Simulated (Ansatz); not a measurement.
Runs of Ansatz 0.2.0 on V. Symmetry: Im-3m, No. 229, cubic system. The conventional cell has a = 3.029 Å, b = 3.029 Å, c = 3.029 Å, α = 90.00°, β = 90.00°, γ = 90.00°. V (site symmetry m-3m) has 8 V at 2.62 Å as nearest neighbours. 

| task | level | cell | k mesh | cutoff (eV) | basis error allowed | gap on the mesh (eV) | pressure (GPa) | moment (μB) | relaxed volume (Å³/atom) |
| --- | --- | --- | --- | --- | --- | --- | --- | --- | --- |
| relaxation of cell and atoms | revPBE | relaxed | 12 × 12 × 12 | - | 0.001 eV/atom | - | 0.0 | 0.00 | 13.69 |
| relaxation of cell and atoms | revPBE | relaxed | 9 × 9 × 9 | - | 0.001 eV/atom | - | 0.0 | 0.18 | (a) |
| single point | PBEsol | cell strained at random at fixed volume | 12 × 12 × 12 | 264 | 0.001 eV/atom | none | -12.0 | 0.00 | - |
| relaxation of cell and atoms | BLYP | relaxed | 9 × 9 × 9 | - | 0.001 eV/atom | - | 0.0 | 0.00 | 13.78 |
| band structure | BLYP | as given | 12 × 12 × 12 | 257 | 0.001 eV/atom | - | -0.7 | 0.00 | - |
| relaxation of cell and atoms | revPBE+D3(BJ) | relaxed | 12 × 12 × 12 | - | 0.001 eV/atom | - | 0.0 | 0.00 | 12.51 |
| relaxation of cell and atoms | PBEsol | relaxed | 9 × 9 × 9 | - | 0.001 eV/atom | - | 0.0 | 0.00 | 12.88 |
| relaxation of cell and atoms | LDA | relaxed | 9 × 9 × 9 | - | 0.001 eV/atom | - | 0.0 | 0.00 | (c) |
| single point | PBEsol | as given | 12 × 12 × 12 | 257 | 0.001 eV/atom | none | -12.1 | 0.00 | - |
| relaxation of cell and atoms | RPBE | relaxed | 9 × 9 × 9 | - | 0.001 eV/atom | - | 0.0 | (b) | 13.78 |

Alike in all rows: potentials or basis all-electron LAPW, scalar-relativistic; spin collinear, ferromagnetic start; smearing fermi-dirac 0.05 eV.

Estimate the missing entries.

(a) 13.68; (b) 0.20; (c) 12.44.

Caveats: the starting moments weren't kept; the k mesh is thin for a metal, which can move the energy by tens of meV per atom (some runs).

A gap of «none» marks a metal or a gap under the smearing width.

Runs at the PBE level aren't shown here.
